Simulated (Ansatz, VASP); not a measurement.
# One calculation of Mg7O, two programs

```
Mg O
1.0
     0.00000    4.32272    4.32272
     4.32272    0.00000    4.32272
     4.32272    4.32272    0.00000
Mg O
7 1
Direct
  0.00000 0.00000 0.50000
  0.50000 0.00000 0.50000
  0.00000 0.50000 0.50000
  0.50000 0.50000 0.00000
  0.00000 0.50000 0.00000
  0.50000 0.00000 0.00000
  0.50000 0.50000 0.50000
  0.00000 0.00000 0.00000
```

Change from the starting cell: species swapped into the Zn7Mo type (Fm-3m, No. 225).

Alike in both runs: functional PBE; k mesh 4 × 4 × 4; occupations gaussian, width 0.1 eV; no spin polarisation.

Ansatz relaxed the structure, and its values are those at the end. VASP's run is a single point on that final structure, the one shown.

```csv
,VASP,Ansatz
version,VASP 6.6.1,Ansatz 0.2.0
potentials or method,"VASP PAW PBE potentials, release 64 (Mg, O)","scalar-relativistic, plane waves, PAW"
plane-wave cutoff (eV),520,420
valence electrons in the cell,20,76
```

```csv
,VASP,Ansatz,Ansatz less VASP
gap on the k mesh at the Fermi level (eV),none,none,-
pressure (GPa),0.0,0.2,+0.13
```

A gap of «none» marks a metal or a gap that the smearing closes. The two sets of potentials don't hold the same shells in valence.
